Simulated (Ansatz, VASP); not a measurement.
F in VASP and in Ansatz

```
F
1.0
     3.01112   -1.73059   -0.23224
     3.01112    1.73059   -0.23224
    -2.26413    0.00000    6.93055
F
4
Direct
  0.08485 0.08485 0.08202
  0.91515 0.91515 0.91798
  0.50157 0.50157 0.59372
  0.49843 0.49843 0.40628
```

Alike in both runs: task single point; functional PBEsol; k mesh 4 × 4 × 2; occupations gaussian, width 0.05 eV; no spin polarisation.

|  | VASP | Ansatz |
| --- | --- | --- |
| version | VASP 6.6.1 | Ansatz 0.2.0 |
| potentials or method | VASP PAW PBE potentials, release 64 (F) | scalar-relativistic, plane waves, PAW |
| plane-wave cutoff (eV) | 520 | 520 |
| valence electrons in the cell | 28 | 28 |

|  | VASP | Ansatz | Ansatz less VASP |
| --- | --- | --- | --- |
| gap on the k mesh at the Fermi level (eV) | 3.36 | 3.44 | +0.080 |
| least direct gap on the mesh (eV) | 3.42 | 3.50 | +0.079 |
| pressure (GPa) | 12.3 | 11.0 | -1.25 |
| largest component of the traceless stress (GPa) | 16.32 | 13.83 | -2.489 |
| rms of the force components (eV/Å) | 4.552 | 3.966 | -0.5859 |

Atom by atom the forces differ by 0.596 eV/Å (rms over components). The functional is the same, so the differences come from potentials, cutoffs and numerics.

Caveats: the k mesh is coarse (spacing up to 0.53 Å⁻¹), so the values aren't converged; the standard files for N, O and F lose accuracy on very short bonds; the PAW data sets were made with another functional, which shifts forces and pressure a little (VASP). A k mesh can miss the band edges.
